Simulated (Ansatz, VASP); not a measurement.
**Two plane-wave programs on HfO2**

POSCAR

```
HfO2
1.0
    0.0000000000      2.5291823175      2.5291823175
    2.5291823175      0.0000000000      2.5291823175
    2.5291823175      2.5291823175      0.0000000000
Hf O
1 2
Direct
    0.0000000000      0.0000000000      0.0000000000
    0.2500000000      0.2500000000      0.2500000000
    0.7500000000      0.7500000000      0.7500000000
```

INCAR.step1

```
PREC = Accurate
ENCUT = 520
EDIFF = 1E-5
ISMEAR = 0
SIGMA = 0.01
LREAL = F
LASPH = T
NELM = 100
ALGO = Normal
ISIF = 2
LWAVE = T
LCHARG = F
NBANDS = 18
GGA = PE
```

File INCAR.step2:

```
PREC = Accurate
ENCUT = 520
EDIFF = 1E-7
ISMEAR = 0
SIGMA = 0.01
LREAL = F
LASPH = T
NELM = 100
ALGO = Normal
ISIF = 2
LWAVE = F
LCHARG = F
METAGGA = R2SCAN
LHFCALC = T
AEXX = 0.25
LMIXTAU = T
PRECFOCK = Normal
HFRCUT = -1
NBANDS = 18
ISTART = 1
```

KPOINTS

```
Automatic mesh
0
Gamma
  6 6 6
```

Input for Ansatz:

```yaml
crystal:
  lattice:
    - [0.0, 2.5291823175, 2.5291823175]
    - [2.5291823175, 0.0, 2.5291823175]
    - [2.5291823175, 2.5291823175, 0.0]
  atoms:
    - { symbol: Hf, position: [0.0, 0.0, 0.0] }
    - { symbol: O, position: [0.25, 0.25, 0.25] }
    - { symbol: O, position: [0.75, 0.75, 0.75] }
kpoints:
  mp_grid: { grid: [6, 6, 6] }
  band_path:
    path:
      - [0.0, 0.0, 0.0]
      - [0.5, 0.0, 0.5]
      - [0.625, 0.25, 0.625]
      - [0.375, 0.375, 0.75]
      - [0.5, 0.5, 0.5]
      - [0.5, 0.25, 0.75]
      - [0.0, 0.5, 0.5]
    npoints: 1
hamiltonian:
  xc: r2scan0
scf:
  occupations: { method: fixed }
  n_extra_bands: 4
output:
  forces: true
  stress: true
  eigenvalues: true
  write_density: true
  write_potential: true
  elf: true
  volumetric_format: npy
```

Alike in both runs: task single point; functional r2SCAN0; k mesh 6 × 6 × 6; no spin polarisation.

```csv
,VASP,Ansatz
version,VASP 6.6.1,Ansatz 0.2.0
potentials or method,"VASP PAW PBE potentials, release 64 (Hf_pv, O)","plane waves, PAW"
plane-wave cutoff (eV),520,500
occupations,"gaussian, width 0.01 eV",fixed
valence electrons in the cell,22,38
```

Ansatz gave:

* gap on the k mesh at the Fermi level (eV): 6.51
* pressure (GPa): -3.4

Question: Which values does VASP return?

Answer: gap on the k mesh at the Fermi level (eV): 6.45; pressure (GPa): -8.5.

One of these differences is far larger than is usual between the two programs; its cause wasn't traced. The two sets of potentials don't hold the same shells in valence. Ansatz warned: «stress_exchange_threshold_loose».

Caveats: the PAW data sets were made with another functional, which shifts forces and pressure a little (VASP); spin-orbit coupling is left out, which moves the levels of the heavy elements. A k mesh can miss the band edges.
